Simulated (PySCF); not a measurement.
Numbering as in the mapped SMILES `[CH:1]#[C:2][c:3]1[cH:4][cH:5][cH:6][cH:7][cH:8]1`; H(Xn) means a hydrogen on atom n.

- shielding tensors at PBE0/pcSseg-1 (GIAO)
- PBE0-D3(BJ)/def2-SVP structure
- run in PySCF 2.14.0 with density-fitted response routines
- no solvent, one conformer, no relativistic terms, one averaged value for each set of equivalent atoms

References, each an isolated molecule treated in the same way: 13C (σref 184.41) against TMS.

Do the 13C shifts follow the atomic charges (in e)? Tabulate both.

## Answers


```tsv
atoms	hybridisation	δ (ppm)	σ para (ppm)	Hirshfeld	IAO	Mulliken	ESP-fitted
C4/C8	sp2	139.7	-204	-0.04	-0.14	+0.00	-0.26
C6	sp2	134.0	-202	-0.04	-0.14	-0.08	-0.15
C5/C7	sp2	133.4	-202	-0.05	-0.15	-0.09	-0.14
C3	sp2	127.4	-202	+0.01	-0.02	-0.36	+0.34
C2	sp	87.1	-150	-0.04	-0.03	+0.45	-0.17
C1	sp	87.0	-162	-0.11	-0.23	-0.38	-0.34
```

Correlation coefficients of δ with charge over these carbons: Hirshfeld +0.59, IAO +0.05, Mulliken -0.22, ESP-fitted +0.31; with the paramagnetic shielding -0.98. Among the 4 sp2 carbons alone: Hirshfeld -0.76, IAO -0.78, Mulliken +0.94, ESP-fitted -0.92. With so few points, grouped by hybridisation, these coefficients are fragile. Charge is one influence among several: hybridisation and low-lying excitations act through the paramagnetic term.

Shifts are as computed. Against solution values, carbons near 30 ppm lie about +2 ppm off and those near 130 ppm about +4 ppm. Of 246 compounds with measured shifts, 49 miss one by over three times the rms of a fit or turn the order of signals round; such compounds aren't used in these exercises.
